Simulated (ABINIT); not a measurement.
The system is ZrB2.

```
Zr B
1.0
     3.17000    0.00000    0.00000
    -1.58500    2.74530    0.00000
     0.00000    0.00000    3.53300
Zr B
1 2
Direct
  0.00000 0.00000 0.00000
  0.66667 0.33333 0.50000
  0.33333 0.66667 0.50000
```

Base run:

| Property | Result |
| --- | --- |
| Program | ABINIT 10.8.3 (patched build) |
| Functional | LDA |
| Potentials or basis | JTH PAW PBE v2.0 |
| Cutoff | 544 eV |
| k mesh | 10 × 10 × 8 |
| Occupations | fermi-dirac, width 0.05 eV |
| Spin | no spin polarisation |

Its results: band gap on the k mesh none (metal or under the smearing width); pressure -8.7 GPa.

Task: The run is repeated on the same cell with these changes: functional from LDA to PBEsol. What comes out?

Result: Band gap on the k mesh none (metal or under the smearing width); pressure -4.2 GPa.

PBEsol binds less tightly than LDA, so the same cell stands under more pressure.

Caveats: the PAW data sets were made with another functional, which shifts forces and pressure a little.
